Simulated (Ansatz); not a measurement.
# ZnS: further runs on the relaxed cell

An exercise on one series of results from a longer session: the logs are not shown, and one member is left open.

The COD entry's cell or inner coordinates are ideal or old and differ from later refinements, so a difference from it is no clean test against experiment.

Method: DFT PBE, scalar-relativistic, plane waves, PAW, in Ansatz 0.2.0.

1 further run of the same task is left out (set aside as unsound or not needed).

## The starting structure

The structure is cubic, space group F-43m (No. 216). The conventional cell has a = 5.443 Å, b = 5.443 Å, c = 5.443 Å, α = 90.00°, β = 90.00°, γ = 90.00°. Zn (site symmetry -43m) has 4 S at 2.36 Å as nearest neighbours. S (site symmetry -43m) is surrounded by 4 Zn at 2.36 Å.

Coordinates:

```
CELL_PARAMETERS angstrom
0.00000 2.72148 2.72148
2.72148 0.00000 2.72148
2.72148 2.72148 0.00000
ATOMIC_POSITIONS crystal
Zn 0.25000 0.25000 0.25000
S 0.00000 0.00000 0.00000
```

It is the result of an earlier relaxation at this level (volume 20.16 Å³/atom; gap on the mesh: 2.02 eV).

The first run:

Contents of input.yaml:

```yaml
crystal:
  lattice:
    - [0.0, 2.721481028, 2.721481028]
    - [2.721481028, 0.0, 2.721481028]
    - [2.721481028, 2.721481028, 0.0]
  atoms:
    - { symbol: Zn, position: [0.25, 0.25, 0.25] }
    - { symbol: S, position: [0.0, 0.0, 0.0] }
basis:
  ecutwfc: 420
kpoints:
  mp_grid: { grid: [10, 10, 10] }
  band_path:
    path:
      - [[0.0, 0.0, 0.0], [-0.5, -0.5, 0.0], [-0.375, -0.375, 0.25]]
      - [[-0.375, 0.0, 0.375], [0.0, 0.0, 0.0], [0.0, 0.0, 0.5], [-0.5, -0.25, 0.25], [-0.5, -0.5, 0.0]]
    npoints: 14
hamiltonian:
  xc: pbe
scf:
  occupations: { method: gaussian, width: 0.02 }
  n_extra_bands: 6
output:
  forces: true
  stress: true
  eigenvalues: true
  populations: true
  dos: { projected: true, de: 0.02, nscf_kmesh: { grid: [15, 15, 15] } }
  bader: true
  write_density: true
  write_potential: true
  elf: true
  volumetric_format: npy
```

Started as:

```console
ansatz run input.yaml --threads 1 --pin off --max-ram 2560MiB --backend cpu --events-out ev --progress --plain --runs-dir out
```

Steps of the session up to this table: Bands, states and charges; Seeking the band edges over the whole zone; Eigenvalues a small step from each edge; Volume × 0.97; The cell scaled to 1.03 of its volume; The cell scaled to 0.94 of its volume; Volume × 1.06.

One of the session's tables, all rows but one given; the rest of the session is left out.

| volume (Å³/atom) | energy above the lowest point (meV/atom) | pressure (GPa) | gap on the mesh (eV) |
| --- | --- | --- | --- |
| 18.947 | 17.8 | 4.97 | 2.29 |
| 19.552 | 4.3 | 2.29 | 2.15 |
| 20.157 | 0.0 | 0.02 | 2.02 |
| 20.761 | ? | ? | ? |
| 21.366 | 14.0 | -3.54 | 1.77 |

**Question.** Estimate the row for volume (Å³/atom) = 20.761.

Worked estimate for «energy above the lowest point (meV/atom)». A straight line through the neighbours (20.157, 0.0) and (21.366, 14.0) gives 0.0 + (14.0 − 0.0) × (20.761 − 20.157) / (21.366 − 20.157) = 7.0; a parabola fitted to 3 rows on both sides gives 3.2.

As computed: energy above the lowest point (meV/atom): 3.6; pressure (GPa): -1.90; gap on the mesh (eV): 1.89. In «energy above the lowest point (meV/atom)» the line misses by +3.4 and the parabola by -0.4.

To keep in mind: It is a Kohn-Sham gap, without temperature or zero-point motion.
